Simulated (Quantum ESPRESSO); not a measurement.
## SiC (Moissanite): dielectric tensor and Born charges under several settings

```
Si C
1.0
     3.07600    0.00000    0.00000
    -1.53800    2.66389    0.00000
     0.00000    0.00000    5.04800
Si C
2 2
Direct
  0.66667 0.33333 0.50000
  0.33333 0.66667 0.00000
  0.66667 0.33333 0.88500
  0.33333 0.66667 0.38500
```

All runs used Quantum ESPRESSO 7.5; potentials PseudoDojo 0.4.1 SR PBEsol standard; given cell; no spin polarisation; cutoff 1116 eV; occupations smeared at first, fixed for the response.

| level | k mesh (s: shifted) | ε∞ (diagonal) | Born charge of atom 1 (e) | sum of the Born charges (e) |
| --- | --- | --- | --- | --- |
| PBEsol | 6 × 6 × 4s | 7.36, 7.36, 7.62 | 2.73 | -0.20 |
| PBEsol | 8 × 8 × 4s | 7.03, 7.03, 7.62 | 2.75 | -0.05 |
| PBEsol | 10 × 10 × 6s | ? | ? | ? |
| PBEsol | 12 × 12 × 6s | 6.94, 6.94, 7.52 | 2.75 | 0.00 |

Q: What stands in the row left open?

A: ε∞ 6.95, 6.95, 7.52; Born charge of atom 1 2.75 e; sum of the Born charges -0.01 e.
